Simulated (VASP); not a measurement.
# Re (P6_3/mmc) in VASP: single point with HSE06

Aim: the single point of Re with HSE06.

All numbers are computed with VASP 6.6.1; they aren't measurements. Logs are shortened: lines on timing, memory, paths and dates and some standing lists are left out, and cuts for length are marked.

## Step 1: The crystal as given

Symmetry: P6_3/mmc, No. 194, hexagonal system. Conventional cell: a = 2.751 Å, b = 2.751 Å, c = 4.443 Å, α = 90.00°, β = 90.00°, γ = 120.00°. Re (site symmetry -6m2) has 12 Re at 2.73 to 2.75 Å as nearest neighbours.

## Step 2: Single point, HSE06

File POSCAR:

```
Re
1.0
    2.7508900000      0.0000000000      0.0000000000
   -1.3754500000      2.3823400000      0.0000000000
    0.0000000000      0.0000000000      4.4430100000
Re
2
Direct
    0.3333300000      0.6666700000      0.2500000000
    0.6666700000      0.3333300000      0.7500000000
```

File INCAR.step1:

```
SYSTEM = Re
ALGO     = Normal         ! electronic algorithm
EDIFF    = 1E-5           ! SCF threshold, eV
ENCUT    = 520            ! plane-wave cutoff, eV
GGA      = PE             ! functional
ISIF     = 2              ! what is computed and relaxed
ISMEAR   = 0              ! smearing method
LASPH    = .TRUE.         ! aspherical terms in the spheres
LREAL    = .FALSE.        ! projectors in reciprocal space
LWAVE    = .TRUE.         ! write WAVECAR
NBANDS   = 14             ! bands
NELM     = 80             ! most SCF steps
PREC     = Accurate       ! precision mode
SIGMA    = 0.1            ! smearing width, eV
```

File INCAR.step2:

```
SYSTEM = Re
ALGO     = Normal         ! electronic algorithm
EDIFF    = 1E-6           ! SCF threshold, eV
ENCUT    = 520            ! plane-wave cutoff, eV
GGA      = PE             ! functional
HFSCREEN = 0.2            ! screening, 1/A
ISIF     = 2              ! what is computed and relaxed
ISMEAR   = 0              ! smearing method
ISTART   = 1            
LASPH    = .TRUE.         ! aspherical terms in the spheres
LCHARG   = .TRUE.         ! write CHGCAR
LELF     = .TRUE.         ! ELF
LHFCALC  = .TRUE.         ! exact exchange
LREAL    = .FALSE.        ! projectors in reciprocal space
LVHAR    = .TRUE.       
LWAVE    = .FALSE.        ! write WAVECAR
NBANDS   = 14             ! bands
NELM     = 80             ! most SCF steps
PREC     = Accurate       ! precision mode
PRECFOCK = Fast         
SIGMA    = 0.1            ! smearing width, eV
```

File KPOINTS:

```
k-points
0
G
  9 9 4
  0 0 0
```

Potentials or basis: VASP PAW PBE potentials, release 64 (Re).

Launch:

```sh
$ cat potpaw_PBE.64/Re/POTCAR > POTCAR
$ cp INCAR.step1 INCAR
$ mpirun -np 1 vasp_std > vasp.out
$ cp INCAR.step2 INCAR
$ mpirun -np 1 vasp_std > vasp.out
```

OUTCAR:

```text
SYSTEM = Re
   EDIFF = 1E-6
   ENCUT = 520
   GGA = PE
   HFSCREEN = 0.2
   ISIF = 2
   ISMEAR = 0
   ISTART = 1
   LASPH = .TRUE.
   LHFCALC = .TRUE.
   LREAL = .FALSE.
   NELM = 80
   PREC = Accurate
   PRECFOCK = Fast

 ion  position               nearest neighbor table
   1  0.333  0.667  0.250-   2 2.73   2 2.73   2 2.73   2 2.73   2 2.73   2 2.73
   2  0.667  0.333  0.750-   1 2.73   1 2.73   1 2.73   1 2.73   1 2.73   1 2.73

  LATTYP: Found a hexagonal cell.
 ALAT       =     2.7508900000
 C/A-ratio  =     1.6151172893

  Lattice vectors:

 A1 = (   2.7508900000,   0.0000000000,   0.0000000000)
 A2 = (  -1.3754500000,   2.3823400000,   0.0000000000)
 A3 = (   0.0000000000,   0.0000000000,   4.4430100000)

Analysis of symmetry for initial positions (statically):
=====================================================================
 Subroutine PRICEL returns:
 Original cell was already a primitive cell.

 Routine SETGRP: Setting up the symmetry group for a
 hexagonal supercell.

 Subroutine GETGRP returns: Found  8 space group operations
 (whereof  4 operations were pure point group operations)
 out of a pool of 24 trial point group operations.

The static configuration has the point symmetry C_2h.
 The point group associated with its full space group is D_2h.

Analysis of symmetry for dynamics (positions and initial velocities):
=====================================================================
 Subroutine PRICEL returns:
 Original cell was already a primitive cell.

 Routine SETGRP: Setting up the symmetry group for a
 hexagonal supercell.

 Subroutine GETGRP returns: Found  8 space group operations
 (whereof  4 operations were pure point group operations)
 out of a pool of 24 trial point group operations.

The dynamic configuration has the point symmetry C_2h.
 The point group associated with its full space group is D_2h.

 Subroutine INISYM returns: Found  8 space group operations
 (whereof  4 operations are pure point group operations),
 and found     1 'primitive' translations

----------------------------------------------------------------------------------------

                                     Primitive cell

  volume of cell :      29.1175

  direct lattice vectors                    reciprocal lattice vectors
     2.750890000  0.000000000  0.000000000     0.363518716  0.209878446  0.000000000
[... 105 lines left out ...]
     AMIX     =   0.40;   BMIX     =  1.00
     AMIX_MAG =   1.60;   BMIX_MAG =  1.00
  volume/ion in A,a.u.               =      14.56        98.25
  Fermi-wavevector in a.u.,A,eV,Ry     =   1.282526  2.423622 22.379846  1.644872
  Thomas-Fermi vector in A             =   2.414832
   LORBIT       =      0    0 simple, 1 ext, 2 COOP (PROOUT), +10 PAW based schemes
   GGA     = PE    functional components
   LHFCALC =     T    Hartree Fock is set to
   PRECFOCK=fast      Normal, Fast or Accurate (Low or Medium for compatibility)
   ENCUT4O =  -1.0   cutoff for four orbital integrals eV
   NKREDX  =     1    reduce k-point grid by
   NKREDY  =     1    reduce k-point grid by
   NKREDZ  =     1    reduce k-point grid by
   AEXX    =    0.2500 exact exchange contribution
   HFSCREEN=    0.2000 screening length (either q_TF or 0.3 A-1)
   HFSCREENC=   0.2000 screening length for correlation (either q_TF or 0.3 A-1)
   ENCUTFOCK=  -1.0 apply spherical cutoff to Coloumb kernel
   IVDW    =     0    specifies the selected vdW correction
   LEPSILON=     F    determine dielectric tensor
   LRPA    =     F    only Hartree local field effects (RPA)
 non-spin polarized calculation
 Gauss-broadening in eV      SIGMA  =   0.10
  energy-cutoff  :      520.00
  volume of cell :       29.12
 maximum number of plane-waves:       798
  NGX = 12; NGY = 12; NGZ = 20

 number of electron      14.0000001 magnetization

 Free energy of the ion-electron system (eV)
  ---------------------------------------------------
  ext. energy  EPLUGINS =         0.00000000
  ---------------------------------------------------
  free energy    TOTEN  =       -29.02177464 eV

  energy without entropy =      -29.01374566  energy(sigma->0) =      -29.01776015

 E-fermi :   7.6896     XC(G=0): -11.2036

 val. band max:        7.6755575938   @ k =  -0.1111   0.1111   0.0000
 cond. band min:       7.7226664338   @ k =  -0.3333   0.2222   0.5000
 fundamental gap:      0.0471088400
 Fermi energy:         7.6896250182

 k-point     1 :       0.0000    0.0000    0.0000
  band No.  band energies     occupation
      1      -3.4486      2.00000
      2       0.0418      2.00000
      3       5.8171      2.00000
      4       5.8209      2.00000
      5       5.8210      2.00000
      6       6.7327      2.00000
      7       6.7328      2.00000
      8       7.9317      0.00062
      9       7.9320      0.00061
     10       8.1059      0.00000
     11      11.6833      0.00000
     12      11.6836      0.00000
     13      18.9662      0.00000
     14      22.9811      0.00000
[... 377 lines left out ...]
      1       1.7277      2.00000
      2       2.1892      2.00000
      3       2.4092      2.00000
      4       4.0160      2.00000
      5       4.8708      2.00000
      6       5.6820      2.00000
      7       7.0653      2.00000
      8      10.6178      0.00000
      9      12.0903      0.00000
     10      12.1095      0.00000
     11      15.0007      0.00000
     12      16.3314      0.00000
     13      17.9996      0.00000
     14      20.9689      0.00000

 [... further k-points ...]

------------------------ aborting loop because EDIFF is reached ----------------------------------------

  FORCE on cell =-STRESS in cart. coord.  units (eV):
  Direction    XX          YY          ZZ          XY          YZ          ZX
  --------------------------------------------------------------------------------------
  -------------------------------------------------------------------------------------
  Total       -0.9188985     -0.9170268     -0.8250167      0.0016224      0.0000000      0.0000000
  in kB      -50.5619538    -50.4589678    -45.3961523      0.0892712      0.0000000      0.0000000
  external PRESSURE =     -48.8056913 kB  Pullay stress =       0.0000000 kB

 VOLUME and BASIS-vectors are now :
 -----------------------------------------------------------------------------
  energy-cutoff  :      520.00
  volume of cell :       29.12
      direct lattice vectors                 reciprocal lattice vectors
     2.750890000  0.000000000  0.000000000     0.363518716  0.209878446  0.000000000
    -1.375450000  2.382340000  0.000000000     0.000000000  0.419755367  0.000000000
     0.000000000  0.000000000  4.443010000     0.000000000  0.000000000  0.225072642

 POSITION                                       TOTAL-FORCE (eV/Angst)
 -----------------------------------------------------------------------------------
     -0.00002      1.58823      1.11075         0.000155     -0.000089      0.000000
      1.37546      0.79411      3.33226        -0.000155      0.000089     -0.000000
 -----------------------------------------------------------------------------------
    total drift:                               -0.000001      0.000001      0.000000

  FREE ENERGIE OF THE ION-ELECTRON SYSTEM (eV)
  ---------------------------------------------------
  free  energy   TOTEN  =       -29.0217746424 eV

  energy  without entropy=      -29.0137456566  energy(sigma->0) =      -29.01776015
```

OUTCAR.step1:

```text
SYSTEM = Re
   EDIFF = 1E-5
   ENCUT = 520
   GGA = PE
   ISIF = 2
   ISMEAR = 0
[... 634 lines left out ...]
     -0.00002      1.58823      1.11075         0.000168     -0.000097      0.000000
      1.37546      0.79411      3.33226        -0.000168      0.000097      0.000000
 -----------------------------------------------------------------------------------
    total drift:                                0.000000      0.000000      0.000000

  FREE ENERGIE OF THE ION-ELECTRON SYSTEM (eV)
  ---------------------------------------------------
  free  energy   TOTEN  =       -24.8282219356 eV

  energy  without entropy=      -24.8200811345  energy(sigma->0) =      -24.82415154
```

OSZICAR.step1:

```text
N       E                     dE             d eps       ncg     rms          rms(c)
DAV:   1     0.197201830742E+02    0.19720E+02   -0.68122E+03  4184   0.123E+03
DAV:   2    -0.251477413943E+02   -0.44868E+02   -0.39798E+02  3390   0.289E+02
DAV:   3    -0.261771337360E+02   -0.10294E+01   -0.10010E+01  3326   0.434E+01
DAV:   4    -0.261872001172E+02   -0.10066E-01   -0.10059E-01  3212   0.294E+00
DAV:   5    -0.261873863562E+02   -0.18624E-03   -0.18622E-03  3272   0.678E-01    0.436E+01
DAV:   6    -0.251922373475E+02    0.99515E+00   -0.72432E-01  3648   0.240E+01    0.182E+01
DAV:   7    -0.248405690040E+02    0.35167E+00   -0.53796E-01  3672   0.201E+01    0.620E-01
DAV:   8    -0.248293338680E+02    0.11235E-01   -0.69323E-03  3346   0.763E-01    0.166E-01
DAV:   9    -0.248282036922E+02    0.11302E-02   -0.65751E-04  4000   0.339E-01    0.398E-02
DAV:  10    -0.248282202358E+02   -0.16544E-04   -0.36860E-05  2968   0.467E-02    0.167E-02
DAV:  11    -0.248282219356E+02   -0.16999E-05   -0.93778E-07  1494   0.280E-02
   1 F= -.24828222E+02 E0= -.24824152E+02  d E =-.814080E-02
```

Run time: 2.1 h. Hardware: 1 thread of Intel Xeon Platinum 8488C (Sapphire Rapids), shared host; peak memory 0.27 GiB.

Results:

```yaml
Free_energy: -29.0218 eV
Pressure: -4.9 GPa
Band_gap_on_the_k_mesh: none (metal or under the smearing width)
```

Stress tensor (GPa, compression positive):
```
-5.06  0.01  0.00
 0.01 -5.05  0.00
 0.00  0.00 -4.54
```

Caveat: the PAW data sets were made with another functional, which shifts forces and pressure a little. The run has no spin-orbit coupling, so splittings on Re are missing.
